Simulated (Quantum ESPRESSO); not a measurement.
Runs of Quantum ESPRESSO 7.5 on BP. It takes space group F-43m (No. 216, cubic). Conventional cell: a = 4.538 Å, b = 4.538 Å, c = 4.538 Å, α = 90.00°, β = 90.00°, γ = 90.00°. P (site symmetry -43m) is surrounded by 4 B at 1.97 Å. Around B (site symmetry -43m) lie 4 P at 1.97 Å. 

| level | potentials or basis | spin | k mesh | cutoff (eV) | k mesh of the self-consistent run | form of the LDA | mesh quality | gap on the mesh (eV) |
| --- | --- | --- | --- | --- | --- | --- | --- | --- |
| PBE | SG15 PBE 1.2 | off | 4 × 4 × 4 | 952 | 10 × 10 × 10 | - | coarse | 1.37 |
| PBE | PseudoDojo 0.4 FR PBE standard | non-collinear, zero start, SOC | 6 × 6 × 6 | 1034 | 10 × 10 × 10 | - | not flagged | 1.33 |
| LDA | PseudoDojo 0.4.1 SR LDA standard | off | 4 × 4 × 4 | 884 | 10 × 10 × 10 | PW92 | coarse | 1.32 |
| PBE | PseudoDojo 0.4.1 SR PBE standard | off | 12 × 12 × 12 | 1034 | 12 × 12 × 12 | - | not flagged | 1.25 |
| PBE | SPMS 1.0 PBE | off | 6 × 6 × 6 | 952 | 10 × 10 × 10 | - | not flagged | 1.35 |
| PBE | PseudoDojo 0.4.1 SR PBE standard | off | 4 × 4 × 4 | 1034 | 10 × 10 × 10 | - | coarse | 1.35 |
| LDA | PseudoDojo 0.4.1 SR LDA standard | off | 4 × 4 × 4 | 1238 | 10 × 10 × 10 | PW92 | coarse | 1.32 |
| PBEsol | PseudoDojo 0.4.1 SR PBEsol standard | off | 4 × 4 × 4 | 1034 | 10 × 10 × 10 | - | coarse | (b) |
| LDA | PseudoDojo 0.4.1 SR LDA standard | off | 4 × 4 × 4 | 1034 | 10 × 10 × 10 | PW92 | coarse | 1.32 |
| PBE | PseudoDojo 0.4.1 SR PBE standard | off | 6 × 6 × 6 | 1034 | 10 × 10 × 10 | - | not flagged | 1.35 |
| LDA | PseudoDojo 0.4.1 SR LDA standard | off | 4 × 4 × 4 | 367 | 10 × 10 × 10 | PW92 | coarse | 1.19 |
| LDA | PseudoDojo 0.4.1 SR LDA standard | off | 4 × 4 × 4 | 463 | 10 × 10 × 10 | PW92 | coarse | (a) |

Alike in all rows: task single point; cell as given; smearing fixed.

Q: Estimate the missing entries.

A: (a) 1.27; (b) 1.23.

Caveats: some runs use coarse meshes.

A k mesh can miss the band edges.

Not every run made on this cell is shown here.
